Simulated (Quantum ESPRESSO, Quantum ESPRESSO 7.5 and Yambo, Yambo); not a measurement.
# Local fields in the dielectric function of SiC (F-43m)

Aim: the dielectric function and the loss function of SiC (F-43m), with and without local fields.

Method: PBE and many-body steps on it, plane waves, in Quantum ESPRESSO 7.5 and Yambo 5.3.0.

**What was measured.**

- ε∞ 6.49: high-frequency dielectric constant; visible/NIR optical measurements, literature average; bulk crystal (literature average; scatter up to 0.2) (quoted in “Infrared properties of SiC particles”, 1999, arxiv:astro-ph/9903031).

### 1. Starting point

It takes space group F-43m (No. 216, cubic). Conventional cell: a = 4.358 Å, b = 4.358 Å, c = 4.358 Å, α = 90.00°, β = 90.00°, γ = 90.00°. Si has 4 C at 1.89 Å nearest. Nearest to C lie 4 Si at 1.89 Å. Farther neighbours are not listed.

The cell and positions come from the Crystallography Open Database and are kept as given unless a step says otherwise.

### 2. Empty states on the mesh, 12×12×12 mesh, 23 bands

This step: Quantum ESPRESSO 7.5; DFT, PBE, plane waves, norm-conserving pseudopotentials.

The sums over transitions need many empty states on a uniform mesh; this step solves for them.

Contents of pw.in:

```
&control
  calculation = 'nscf'
  prefix = 'x'
  outdir = 'o'
  pseudo_dir = 'pseudo'
/
&system
  ibrav = 0
  nat = 2
  ntyp = 2
  ecutwfc = 74.0
  nbnd = 23
  force_symmorphic = .true.
/
&electrons
  conv_thr = 1e-9
  electron_maxstep = 80
  diago_full_acc = .true.
  diago_thr_init = 5e-6
/
ATOMIC_SPECIES
  Si 28.085 Si.upf
  C 12.011 C.upf
CELL_PARAMETERS angstrom
  -0.0000000000 2.1790000000 2.1790000000
  2.1790000000 -0.0000000000 2.1790000000
  2.1790000000 2.1790000000 -0.0000000000
ATOMIC_POSITIONS crystal
  Si 0.0000000000 0.0000000000 0.0000000000
  C 0.2500000000 0.2500000000 0.2500000000
K_POINTS automatic
  12 12 12 0 0 0
```

Started as:

```console
$ OMP_NUM_THREADS=1 mpirun -n 4 pw.x -nk 4 -in pw.in > pw.out
```

The program printed:

```text
Program PWSCF v.7.5 starts

     This program is part of the open-source Quantum ESPRESSO suite
     for quantum simulation of materials; please cite
         "P. Giannozzi et al., J. Phys.:Condens. Matter 21 395502 (2009);
         "P. Giannozzi et al., J. Phys.:Condens. Matter 29 465901 (2017);
         "P. Giannozzi et al., J. Chem. Phys. 152 154105 (2020);
     in publications or presentations arising from this work. More details at

     Atomic positions and unit cell read from directory:
     o/x.save/

     Message from routine setup:
[...]
k = 0.1179 0.1179-0.1179 (  1489 PWs)   bands (ev):

    -5.3746   7.1224   9.1655   9.1655  15.8365  17.3236  17.3236  17.8449
    22.4957  22.4957  25.1676  28.4713  30.0753  30.0753  35.6588  41.3085
    41.6599  41.6599  47.6364  47.6364  51.9331  52.2231  52.2231

          k = 0.1768 0.1768-0.1768 (  1489 PWs)   bands (ev):

     [... further k-points ...]

     highest occupied, lowest unoccupied level (ev):     9.4961   10.8574

     XML data file, pseudopotentials, collected wavefunctions

=------------------------------------------------------------------------------=
   JOB DONE.
=------------------------------------------------------------------------------=
```

It took 2.7 s on 4 MPI ranks of Arm Neoverse V2, shared host; peak memory 0.19 GiB; 10 s of CPU time.

This step gave:

* gap: 1.361 eV
* k of the valence top: 0, 0, 0
* k of the conduction bottom: 0, -0.5, -0.5
* least direct gap: 4.553 eV
* k points computed: 72
* lowest point of the top converged band, above the valence top: 40.25 eV

On this mesh the gap is 1.361 eV.

The density comes from a self-consistent run that is not shown.

### 3. Conversion and set-up

This step: Yambo 5.3.0; conversion and set-up on PBE, plane waves, norm-conserving pseudopotentials.

The states are converted to the many-body program's format and the q mesh is built.

Started as:

```console
$ (cd o/x.save; p2y > p2y.log; mv SAVE ../..); yambo > setup.log
```

The program printed:

```text
 Yambo, version 5.3.0

 [02] CORE Variables Setup
 =========================

  [02.01] Unit cells
  ==================

  Cell kind             :  FCC
  Atoms in the cell     :  Si  C
  number of Si atoms    :  1
  number of C  atoms    :  1

  List of atomic masses
  Mass of Si    :  28.08500
  Mass of C     :  12.01100

  List of atomic coordinates    : [cc]
  Si1       :  0.000000  0.000000  0.000000  order 1
  C1       :  2.058857  2.058857  2.058857  order 2

  Alat factors          :  4.117713  4.117713  4.117713 [a.u.]
  Direct lattice volume :  139.6363 [a.u.]
[...]
Q [ 2]         [rlu]: -0.72797E-18 -0.72797E-18  0.83333E-01
 Q [ 3]         [rlu]:  0.16734E-16  0.16734E-16  0.16667
[...]
Q [ 8]         [rlu]:  0.98813E-17  0.83333E-01  0.83333E-01
 Q [ 9]         [rlu]:  0.40550E-17  0.83333E-01  0.16667
 Q [10]         [rlu]:  0.28560E-17  0.83333E-01  0.25000
     [... 38 further rows ...]
 Q [49]         [rlu]:  0.083333  0.250000  0.333333
 Q [50]         [rlu]:  0.083333  0.250000  0.416667

 Remaining 22 points informations can be written running with -fatlog

  [03.01] X indexes
  =================

   [03.01.01] Sigma indexes
   ========================

 [06] Game Over & Game summary
```

The job ended after 2.8 s (1 MPI rank; peak memory 0.25 GiB).

### 4. RPA response with local fields

The response function is computed on a frequency grid, with local fields up to the given cutoff.

This step: RPA response with local fields on PBE, plane waves, norm-conserving pseudopotentials.

Contents of optics1.in:

```
optics
chi
dipoles
Chimod= "HARTREE"
% QpntsRXd
 1 | 4 |
%
% BndsRnXd
 1 | 23 |
%
NGsBlkXd= 3 Ry
% EnRngeXd
 0 | 30 | eV
%
% DmRngeXd
 0.2 | 0.2 | eV
%
ETStpsXd= 301
% LongDrXd
 1 | 0 | 0 |
%
```

Started as:

```console
$ OMP_NUM_THREADS=1 mpirun -n 4 yambo -F optics1.in -J optics1 -C optics1 > optics1.log
```

The program printed:

```text
 Yambo, version 5.3.0

 [02] CORE Variables Setup
 =========================

  [... cell, symmetries and grids as in the set-up ...]

  [02.05] Energies & Occupations
  ==============================

  [X] === General ===
  [X] Electronic Temperature                        :  0.000000  0.000000 [eV K]
  [X] Bosonic    Temperature                        :  0.000000  0.000000 [eV K]
  [X] Finite Temperature mode                       : no
  [X] El. density                                   :  0.38662E+24 [cm-3]
  [X] Fermi Level                                   :  9.496076 [eV]

  [X] === Gaps and Widths ===
  [X] Conduction Band Min                           :  1.361350 [eV]
  [X] Valence Band Max                              :  0.000000 [eV]
  [X] Filled Bands                                  :   4
  [X] Empty Bands                                   :   5  23
  [X] Direct Gap                                    :  4.552957 [eV]
  [X] Direct Gap localized at k                     :   43
  [X] Indirect Gap                                  :  1.361350 [eV]
  [X] Indirect Gap between kpts                     :    1   43
  [X] Last valence band width                       :  4.691459 [eV]
  [X] 1st conduction band width                     :  5.670361 [eV]

 [03] Transferred momenta grid and indexing
 ==========================================

 IBZ Q-points                                      :   72
 BZ  Q-points                                      :  1728

 K/Q-points units:
 rlu = crystal or reduced units; cc = cartesian coordinates; iku = interal k-units

 Q [ 1]         [rlu]:  0.000000  0.000000  0.000000
 Q [ 2]         [rlu]: -0.72797E-18 -0.72797E-18  0.83333E-01
 Q [ 3]         [rlu]:  0.16734E-16  0.16734E-16  0.16667
 Q [ 4]         [rlu]: -0.86518E-17 -0.86518E-17  0.25000
 Q [ 5]         [rlu]:  0.33468E-16  0.33468E-16  0.33333
 Q [ 6]         [rlu]: -0.67377E-17 -0.67377E-17  0.41667
 Q [ 7]         [rlu]:  0.17304E-16  0.17304E-16 -0.50000
 Q [ 8]         [rlu]:  0.98813E-17  0.83333E-01  0.83333E-01
 Q [ 9]         [rlu]:  0.40550E-17  0.83333E-01  0.16667
 Q [10]         [rlu]:  0.28560E-17  0.83333E-01  0.25000
     [... 38 further rows ...]
 Q [49]         [rlu]:  0.083333  0.250000  0.333333
 Q [50]         [rlu]:  0.083333  0.250000  0.416667

 Remaining 22 points informations can be written running with -fatlog

 [04] Dipoles
 ============

  [04.01] Setup: observables and procedures
  =========================================

  [WARNING] [r,Vnl^pseudo] included in position and velocity dipoles.

  [WARNING] In case H contains other non local terms, these are neglected

 [05] Optics
 ===========

 [08] Game Over & Game summary
```

It took 19 s on 4 MPI ranks; peak memory 1.3 GiB.

Numbers from this step:

| Property | Result |
| --- | --- |
| ε at zero frequency | 6.673 |
| the same without local fields | 7.160 |
| loss peak | 22 eV |

The static value is 6.67.

The ε₂ has structure finer than the step of the table below, so its rows give means over 1 eV, whole bins alone (the curve runs from 0 to 30 eV). Peaks (eV: height): HARTREE 6.9: 19.0, 8.5: 14.2; no local fields 6.8: 20.8, 8.5: 15.7.

Broadening 0.2 eV; field along x. Table of ε₂ by energy; means over each step:

| energy (eV) | HARTREE | no local fields |
| --- | --- | --- |
| 1 | 0.156 | 0.177 |
| 2 | 0.191 | 0.217 |
| 3 | 0.280 | 0.320 |
| 4 | 0.659 | 0.758 |
| 5 | 3.22 | 3.76 |
| 6 | 8.81 | 10.4 |
| 7 | 15.8 | 17.2 |
| 8 | 10.5 | 12.1 |
| 9 | 9.44 | 10.0 |
| 10 | 5.50 | 5.38 |
| 11 | 4.63 | 4.49 |
| 12 | 2.76 | 2.54 |
| 13 | 2.12 | 1.99 |
| 14 | 1.74 | 1.58 |
| 15 | 1.46 | 1.30 |
| 16 | 0.976 | 0.812 |
| 17 | 0.755 | 0.638 |
| 18 | 0.570 | 0.490 |
| 19 | 0.468 | 0.400 |
| 20 | 0.326 | 0.284 |
| 21 | 0.290 | 0.257 |
| 22 | 0.260 | 0.232 |
| 23 | 0.267 | 0.231 |
| 24 | 0.282 | 0.232 |
| 25 | 0.204 | 0.192 |
| 26 | 0.150 | 0.156 |
| 27 | 0.119 | 0.138 |
| 28 | 0.118 | 0.150 |
| 29 | 0.130 | 0.179 |

Broadening 0.2 eV; field along x. Loss function, HARTREE against energy loss; read off at these points:

| energy loss (eV) | loss function, HARTREE |
| --- | --- |
| 0.0 | 0.00326 |
| 1.0 | 0.00336 |
| 2.0 | 0.00371 |
| 3.0 | 0.00443 |
| 4.0 | 0.00635 |
| 5.0 | 0.0208 |
| 6.0 | 0.0374 |
| 7.0 | 0.0528 |
| 8.0 | 0.0937 |
| 9.0 | 0.101 |
| 10.0 | 0.134 |
| 11.0 | 0.144 |
| 12.0 | 0.178 |
| 13.0 | 0.250 |
| 14.0 | 0.295 |
| 15.0 | 0.374 |
| 16.0 | 0.390 |
| 17.0 | 0.533 |
| 18.0 | 0.727 |
| 19.0 | 0.929 |
| 20.0 | 1.61 |
| 21.0 | 2.84 |
| 22.0 | 3.93 |
| 23.0 | 3.31 |
| 24.0 | 2.76 |
| 24.5 | 3.12 |
| 25.0 | 2.54 |
| 26.0 | 1.75 |
| 27.0 | 0.877 |
| 28.0 | 0.586 |
| 29.0 | 0.533 |
| 30.0 | 0.474 |

Broadening 0.2 eV; momentum transfer q number 2. Table of Im eps by energy; read off at these points:

| energy (eV) | HARTREE | no local fields |
| --- | --- | --- |
| 0.0 | 0.128 | 0.148 |
| 1.0 | 0.136 | 0.157 |
| 2.0 | 0.163 | 0.188 |
| 3.0 | 0.227 | 0.264 |
| 4.0 | 0.410 | 0.481 |
| 5.0 | 2.18 | 2.63 |
| 6.0 | 6.65 | 8.18 |
| 6.8 | 13.6 | 15.9 |
| 7.0 | 14.1 | 15.8 |
| 8.0 | 11.2 | 12.7 |
| 8.2 | 12 | 13.5 |
| 9.0 | 10.1 | 10.7 |
| 10.0 | 7.50 | 7.50 |
| 11.0 | 3.92 | 3.57 |
| 12.0 | 2.75 | 2.67 |
| 13.0 | 2.60 | 2.32 |
| 14.0 | 1.64 | 1.49 |
| 15.0 | 1.45 | 1.30 |
| 16.0 | 1.12 | 0.935 |
| 17.0 | 0.763 | 0.651 |
| 18.0 | 0.608 | 0.526 |
| 19.0 | 0.493 | 0.431 |
| 20.0 | 0.356 | 0.317 |
| 21.0 | 0.302 | 0.268 |
| 22.0 | 0.291 | 0.258 |
| 23.0 | 0.280 | 0.241 |
| 24.0 | 0.268 | 0.221 |
| 25.0 | 0.227 | 0.211 |
| 26.0 | 0.137 | 0.156 |
| 27.0 | 0.131 | 0.153 |
| 28.0 | 0.123 | 0.157 |
| 29.0 | 0.139 | 0.196 |
| 30.0 | 0.123 | 0.136 |

Broadening 0.2 eV; momentum transfer q number 2. Table of -Im 1/eps, HARTREE by energy loss; read off at these points:

energy loss (eV), -Im 1/eps, HARTREE and a bar:
```
      0.0       0.00 
      1.0       0.00 
      2.0       0.00 
      3.0       0.00 
      4.0       0.01 
      5.0       0.02 
      6.0       0.03 
      7.0       0.06 
      8.0       0.08 #
      9.0       0.10 #
     10.0       0.12 #
     11.0       0.13 #
     12.0       0.23 ##
     13.0       0.22 ##
     14.0       0.28 ##
     15.0       0.37 ###
     16.0       0.42 ###
     17.0       0.49 ####
     18.0       0.74 ######
     19.0       1.02 ########
     20.0       1.59 #############
     21.0       2.75 #######################
     21.5       3.62 ##############################
     22.0       3.43 ############################
     23.0       3.19 ##########################
     24.0       2.90 ########################
     25.0       2.71 ######################
     26.0       1.53 #############
     27.0       0.93 ########
     28.0       0.63 #####
     29.0       0.55 #####
     30.0       0.48 ####
```

Broadening 0.2 eV; momentum transfer q number 3. Table of Im eps by energy; read off at these points:

| energy (eV) | HARTREE | no local fields |
| --- | --- | --- |
| 0 | 0.0947 | 0.113 |
| 1 | 0.0994 | 0.119 |
| 2 | 0.116 | 0.139 |
| 3 | 0.153 | 0.185 |
| 4 | 0.262 | 0.322 |
| 5 | 0.942 | 1.19 |
| 6 | 2.80 | 3.69 |
| 7 | 8.10 | 10.6 |
| 8 | 8.94 | 10.5 |
| 9 | 11.3 | 13.1 |
| 10 | 9.40 | 9.19 |
| 11 | 5.07 | 4.72 |
| 12 | 4.47 | 4.05 |
| 13 | 2.56 | 2.23 |
| 14 | 2.11 | 1.93 |
| 15 | 1.74 | 1.47 |
| 16 | 1.19 | 1.01 |
| 17 | 0.878 | 0.773 |
| 18 | 0.672 | 0.616 |
| 19 | 0.600 | 0.552 |
| 20 | 0.412 | 0.378 |
| 21 | 0.381 | 0.354 |
| 22 | 0.329 | 0.286 |
| 23 | 0.338 | 0.280 |
| 24 | 0.297 | 0.258 |
| 25 | 0.235 | 0.222 |
| 26 | 0.148 | 0.177 |
| 27 | 0.151 | 0.183 |
| 28 | 0.129 | 0.173 |
| 29 | 0.150 | 0.205 |
| 30 | 0.134 | 0.159 |

### 5. Independent-particle response

This step: independent-particle response on PBE, plane waves, norm-conserving pseudopotentials.

Contents of optics2.in:

```
optics
chi
dipoles
Chimod= "IP"
% QpntsRXd
 1 | 1 |
%
% BndsRnXd
 1 | 23 |
%
NGsBlkXd= 1 RL
% EnRngeXd
 0 | 30 | eV
%
% DmRngeXd
 0.2 | 0.2 | eV
%
ETStpsXd= 301
% LongDrXd
 1 | 0 | 0 |
%
```

Started as:

```console
$ OMP_NUM_THREADS=1 mpirun -n 4 yambo -F optics2.in -J optics2 -C optics2 > optics2.log
```

The program printed:

```text
 Yambo, version 5.3.0

 [02] CORE Variables Setup
 =========================

  [... cell, symmetries and grids as in the set-up ...]

  [02.05] Energies & Occupations
  ==============================

  [X] === General ===
  [X] Electronic Temperature                        :  0.000000  0.000000 [eV K]
  [X] Bosonic    Temperature                        :  0.000000  0.000000 [eV K]
  [X] Finite Temperature mode                       : no
  [X] El. density                                   :  0.38662E+24 [cm-3]
  [X] Fermi Level                                   :  9.496076 [eV]

  [X] === Gaps and Widths ===
  [X] Conduction Band Min                           :  1.361350 [eV]
  [X] Valence Band Max                              :  0.000000 [eV]
  [X] Filled Bands                                  :   4
  [X] Empty Bands                                   :   5  23
  [X] Direct Gap                                    :  4.552957 [eV]
  [X] Direct Gap localized at k                     :   43
  [X] Indirect Gap                                  :  1.361350 [eV]
  [X] Indirect Gap between kpts                     :    1   43
  [X] Last valence band width                       :  4.691459 [eV]
  [X] 1st conduction band width                     :  5.670361 [eV]

 [03] Transferred momenta grid and indexing
 ==========================================

 IBZ Q-points                                      :   72
 BZ  Q-points                                      :  1728

 K/Q-points units:
 rlu = crystal or reduced units; cc = cartesian coordinates; iku = interal k-units

 Q [ 1]         [rlu]:  0.000000  0.000000  0.000000
 Q [ 2]         [rlu]: -0.72797E-18 -0.72797E-18  0.83333E-01
 Q [ 3]         [rlu]:  0.16734E-16  0.16734E-16  0.16667
[...]
Q [ 8]         [rlu]:  0.98813E-17  0.83333E-01  0.83333E-01
 Q [ 9]         [rlu]:  0.40550E-17  0.83333E-01  0.16667
 Q [10]         [rlu]:  0.28560E-17  0.83333E-01  0.25000
     [... 38 further rows ...]
 Q [49]         [rlu]:  0.083333  0.250000  0.333333
 Q [50]         [rlu]:  0.083333  0.250000  0.416667

 Remaining 22 points informations can be written running with -fatlog

 [04] Dipoles
 ============

  [04.01] Setup: observables and procedures
  =========================================

  [WARNING] [r,Vnl^pseudo] included in position and velocity dipoles.

  [WARNING] In case H contains other non local terms, these are neglected

 [05] Optics
 ===========

 [08] Game Over & Game summary
```

Wall time 2.4 s (4 MPI ranks); peak memory 1 GiB; 5.3 s of CPU time.

This step gave:

| Quantity | Value |
| --- | --- |
| ε at zero frequency | 7.160 |
| loss peak | 22 eV |

The static value is 7.16.

The ε₂, IP has structure finer than the step of the table below, so its rows give means over 1 eV, whole bins alone (the curve runs from 0 to 30 eV). Peaks (eV: height): 6.8: 20.8, 8.5: 15.7.

Broadening 0.2 eV; field along x. The ε₂, IP by energy; means over each step:

| energy (eV) | ε₂, IP |
| --- | --- |
| 1 | 0.177 |
| 2 | 0.217 |
| 3 | 0.320 |
| 4 | 0.758 |
| 5 | 3.76 |
| 6 | 10.4 |
| 7 | 17.2 |
| 8 | 12.1 |
| 9 | 10.0 |
| 10 | 5.38 |
| 11 | 4.49 |
| 12 | 2.54 |
| 13 | 1.99 |
| 14 | 1.58 |
| 15 | 1.30 |
| 16 | 0.812 |
| 17 | 0.638 |
| 18 | 0.490 |
| 19 | 0.400 |
| 20 | 0.284 |
| 21 | 0.257 |
| 22 | 0.232 |
| 23 | 0.231 |
| 24 | 0.232 |
| 25 | 0.192 |
| 26 | 0.156 |
| 27 | 0.138 |
| 28 | 0.150 |
| 29 | 0.179 |

### 6. RPA response with local fields, scissors 1.019 eV

This step: RPA response with local fields on PBE, plane waves, norm-conserving pseudopotentials.

Contents of optics4.in:

```
optics
chi
dipoles
Chimod= "HARTREE"
% QpntsRXd
 1 | 1 |
%
% BndsRnXd
 1 | 23 |
%
NGsBlkXd= 3 Ry
% EnRngeXd
 0 | 20 | eV
%
% DmRngeXd
 0.15 | 0.15 | eV
%
ETStpsXd= 201
% LongDrXd
 1 | 0 | 0 |
%
% XfnQP_E
 1.019 | 1.0 | 1.0 |
%
```

Started as:

```console
$ OMP_NUM_THREADS=1 mpirun -n 4 yambo -F optics4.in -J optics4 -C optics4 > optics4.log
```

The program printed:

```text
 Yambo, version 5.3.0

 [02] CORE Variables Setup
 =========================

  [... cell, symmetries and grids as in the set-up ...]

  [02.05] Energies & Occupations
  ==============================

  [X] === General ===
  [X] Electronic Temperature                        :  0.000000  0.000000 [eV K]
  [X] Bosonic    Temperature                        :  0.000000  0.000000 [eV K]
  [X] Finite Temperature mode                       : no
  [X] El. density                                   :  0.38662E+24 [cm-3]
  [X] Fermi Level                                   :  9.496076 [eV]

  [X] === Gaps and Widths ===
  [X] Conduction Band Min                           :  1.361350 [eV]
  [X] Valence Band Max                              :  0.000000 [eV]
  [X] Filled Bands                                  :   4
  [X] Empty Bands                                   :   5  23
  [X] Direct Gap                                    :  4.552957 [eV]
  [X] Direct Gap localized at k                     :   43
  [X] Indirect Gap                                  :  1.361350 [eV]
  [X] Indirect Gap between kpts                     :    1   43
  [X] Last valence band width                       :  4.691459 [eV]
  [X] 1st conduction band width                     :  5.670361 [eV]

 [03] Transferred momenta grid and indexing
 ==========================================

 IBZ Q-points                                      :   72
 BZ  Q-points                                      :  1728

 K/Q-points units:
 rlu = crystal or reduced units; cc = cartesian coordinates; iku = interal k-units

 Q [ 1]         [rlu]:  0.000000  0.000000  0.000000
 Q [ 2]         [rlu]: -0.72797E-18 -0.72797E-18  0.83333E-01
 Q [ 3]         [rlu]:  0.16734E-16  0.16734E-16  0.16667
[...]
[04.01]  QP corrections report
  ==============================

  [X+QP] === General ===
  [X+QP] Electronic Temperature                     :  0.000000  0.000000 [eV K]
  [X+QP] Bosonic    Temperature                     :  0.000000  0.000000 [eV K]
  [X+QP] Finite Temperature mode                    : no
  [X+QP] El. density                                :  0.38662E+24 [cm-3]
  [X+QP] Fermi Level                                :  0.000000 [eV]

  [X+QP] === Gaps and Widths ===
  [X+QP] Conduction Band Min                        :  2.380350 [eV]
  [X+QP] Valence Band Max                           :  0.000000 [eV]
  [X+QP] Filled Bands                               :   4
  [X+QP] Empty Bands                                :   5  23
  [X+QP] Direct Gap                                 :  5.571957 [eV]
  [X+QP] Direct Gap localized at k                  :   43
  [X+QP] Indirect Gap                               :  2.380350 [eV]
  [X+QP] Indirect Gap between kpts                  :    1   43
  [X+QP] Last valence band width                    :  4.691459 [eV]
  [X+QP] 1st conduction band width                  :  5.670361 [eV]

  [coarse-grid] Minimum Bare Gap        [ev]:  1.361350
  [coarse-grid] Minimum Gap Correction  [ev]:  1.019000

  Eqp @ K [ 1]
   -15.4096    -0.288446E-7 -0.580248E-8   0.00000      7.24235      8.33027      8.33027      8.33027
  Eqp @ K [ 2]
  -15.27386  -0.72795  -0.09510  -0.09510   7.48516   8.48053   8.50548   8.50548
  Eqp @ K [ 3]
  -14.87064  -2.37370  -0.33059  -0.33059   7.35941   8.84649   8.84649   9.36785
[...]
Eqp @ K [ 8]
  -15.22859  -0.54411  -0.34036  -0.34036   7.58839   7.98656   8.83219   8.83219
  Eqp @ K [ 9]
  -14.91441  -1.82369  -0.67916  -0.42954   7.40391   8.24212   9.33986   9.42547

  Remaining 22 points informations can be written running with -fatlog

 [05] Dipoles
 ============

  [05.01] Setup: observables and procedures
  =========================================

  [WARNING] [r,Vnl^pseudo] included in position and velocity dipoles.

  [WARNING] In case H contains other non local terms, these are neglected

 [06] Optics
 ===========

 [09] Game Over & Game summary
```

It took 3.1 s on 4 MPI ranks; peak memory 1 GiB; 8.1 s of CPU time.

This step gave:

| Item | Value |
| --- | --- |
| ε at zero frequency | 6.026 |
| the same without local fields | 6.428 |

The static value is 6.03.

(Continued in part 2 of 3.)

[Paths, hosts, dates, memory and timing lines, banners, echoed tables and standing remarks are left out of the program output.]

[Logs are printed without paths, hosts, clocks, repeated set-up lines and the standing remarks that a program may print on its own settings, such as how far it seeks lower states.]

[Runs of the session that timed out or met a known fault of the program may be left out.]

[Hosts, paths, dates, database ids (printed as entryN), source tags and the programs' standing remarks are cut or masked in the printed files.]
